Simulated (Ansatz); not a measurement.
NaCl: a fit and a missing row

NaCl, Fm-3m, a = 5.694 Å. Ansatz: PBE, PAW, 420 eV, Γ-centred 8×8×8 mesh on 2 atoms, Gaussian smearing 0.02 eV; no spin polarisation. Symmetry fixes shape and atoms, so the cell is only scaled; pressure is positive in compression.

```tsv
V (Å³/atom)	P (GPa)
21.694	1.72
22.386	0.80
23.078	0.02
23.771	-0.63
24.463	?
```

Take V0 = 23.078 Å³/atom, count pressures from its P0 = 0.02 GPa, fit the third-order Birch–Murnaghan form to the other rows, and predict the missing pressure.

With the Eulerian strain f = ½[(V0/V)^(2/3) − 1] and y = (P − P0)/[3f(1 + 2f)^(5/2)], the form is the line y = B0 + 1.5 B0 (B0′ − 4) f. Rows (f, y): 0.02105, 24.28; 0.01025, 24.11; -0.00977, 23.30. Means f = 0.007177, y = 23.897; Σ(Δf)² = 0.0004891, ΣΔfΔy = 0.01609; the slope is their ratio. y = 23.66 + 32.89 f GPa, so B0 = 23.7 GPa and B0′ = 4 + 2 × (32.89)/(3 × 23.66) = 4.93. At V = 24.463, f = -0.01905, y = 23.033 and P = -1.17 GPa. The run gave -1.19 GPa, so the fit is 0.02 GPa too high, a small miss on the scale of the series. The form still works here, 33 % of the fitted range beyond its end.